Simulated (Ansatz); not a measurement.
Compare A (`Cl/C=C/Cl`) with its isomer B (`Cl/C=C\Cl`).

Computed with Ansatz on PBE0-D4/def2-TZVP structures; ΔE is electronic, products minus reactants. CCSD(T)/CBS adds triple-zeta CCSD(T) − MP2 to the extrapolated MP2 energy (def2 sets, frozen cores). Double bonds are as drawn, so ΔE can hold a change between cis and trans. DFT in def2-TZVPP. B3LYP here is the variant with VWN-RPA as its local correlation; programs differ in this.

Problem. Which isomer does CCSD(T)/CBS put lower? Give the gap. (An estimate is asked.)

Solution. The calculation gave: B, by 0.6 kcal/mol.

Problem. Give E(B) − E(A) in kcal/mol with B3LYP-D4, MP2/def2-TZVPP, B2PLYP, LDA (SPW92), ωB97M-V, CCSD(T)/def2-SVP, CCSD(T)/def2-TZVPP. (Best estimate.)

Solution. The calculation gave: B3LYP-D4 -0.6, MP2/def2-TZVPP -0.8, B2PLYP -0.4, LDA (SPW92) -1.2, ωB97M-V -0.6, CCSD(T)/def2-SVP 0.0, CCSD(T)/def2-TZVPP -0.4. None reverses the order clearly.

Problem. Does the order hold for the free energy at 298.15 K (harmonic terms from PBE0-D4)? (An estimate is asked.)

Solution. The calculation gave: Yes: G(B) − G(A) = -0.5 kcal/mol.

Largest T1 diagnostic: 0.010.

Leaving LDA and LC-ωPBE aside and taking each functional with its dispersion term where it has one, the values, not all of them listed here, spread over 0.4 kcal/mol, from B97M-V to B2PLYP.
